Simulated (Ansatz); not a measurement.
**GaAs under changes of volume**

One of the cells (22.590 Å³/atom); the others are scaled copies at fixed shape and fractional positions:

```
CELL_PARAMETERS angstrom
0.00000 2.82685 2.82685
2.82685 0.00000 2.82685
2.82685 2.82685 0.00000
ATOMIC_POSITIONS crystal
As 0.75000 0.75000 0.75000
Ga 0.00000 0.00000 0.00000
```

| Item | Value |
| --- | --- |
| Program | Ansatz 0.2.0 |
| Functional | BHLYP |
| Potentials or basis | Ansatz PAW |
| Cutoff | 420 eV (not typed: the program's choice for these potentials) |
| k mesh | 4 × 4 × 4 |
| Occupations | fermi-dirac, width 0.05 eV |
| Spin | no spin polarisation |

```tsv
volume (Å³/atom)	energy over the lowest point (meV/atom)	pressure (GPa)	gap on the mesh (eV)
21.234	?	?	?
21.686	27.78	6.2	4.14
22.138	13.32	4.1	3.93
22.590	4.13	2.3	3.73
23.041	0.00	0.7	3.53
23.493	0.04	-0.8	3.34
23.945	4.01	-2.1	3.15
```

Task: What does the run at 21.234 Å³/atom give?

Result: Energy over the lowest point 48.25 meV/atom; pressure 8.4 GPa; gap on the mesh 4.23 eV.

Worked out: A Birch-Murnaghan fit of order 3 (a polynomial in V^(-2/3)) to the other rows has its minimum at 23.25 Å³/atom with B0 = V·E''(V) = 75 GPa and B' = 4.8. It gives 48.38 meV/atom at 21.234 Å³/atom, against the run's 48.25, and -dE/dV = 8.5 GPa, against 8.4. A straight line through the other rows of the gap, of slope -9.98 eV per unit of ln V, extrapolates to 4.35 eV, against the run's 4.23.

Energies are extrapolated to zero smearing.

Caveats: all runs use coarse meshes; the PAW data sets come from PBE, with cores solved anew for the run's functional, which leaves a small shift of forces and pressure; the thresholds are loose for stress.

A mesh can miss the band edges. Spin-orbit coupling on As, Ga is left out.
